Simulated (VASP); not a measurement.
Crystal: Pr.

```
CELL_PARAMETERS angstrom
0.00000 2.58050 2.58050
2.58050 0.00000 2.58050
2.58050 2.58050 0.00000
ATOMIC_POSITIONS crystal
Pr 0.00000 0.00000 0.00000
```

This isn't the form of Pr at room conditions, which is double hcp.

```yaml
Program: VASP 6.6.1
Task: single point
Functional: PBE
Potentials_or_basis: VASP PAW PBE potentials, release 64 (Pr)
Cutoff: 520 eV
k_mesh: 9 × 9 × 9
Occupations: fermi-dirac, width 0.05 eV
Spin: collinear spin, ferromagnetic start
Starting_moments: "[2.0] μB"
```

On this cell: pressure -0.6 GPa; net moment 2.67 μB per cell; site moments Pr +2.18 μB; band gap on the k mesh none (metal or under the smearing width).

The same run follows on a disturbed copy (cell strained at random at fixed volume):

```
CELL_PARAMETERS angstrom
0.06112 2.49965 2.51515
2.62534 -0.00261 2.57887
2.67091 2.60893 -0.04817
ATOMIC_POSITIONS crystal
Pr 0.00656 0.99701 0.99766
```

Q: What changes?

A: The energy (extrapolated to zero smearing) moves by -57.1 meV/atom; pressure -0.2 GPa; net moment 2.68 μB per cell; site moments Pr +2.20 μB; band gap on the k mesh none (metal or under the smearing width).

Stress tensor (GPa, compression positive):
```
-0.26 -0.64 -0.02
-0.64 -0.37  0.64
-0.02  0.64 -0.05
```

The energy falls, though the first cell shows no forces: that form is unstable against this distortion, unless noise or another electronic state is at work.

Caveats: the magnetic or orbital state may not be the lowest; spin-orbit coupling is left out, which moves the levels of the heavy elements.
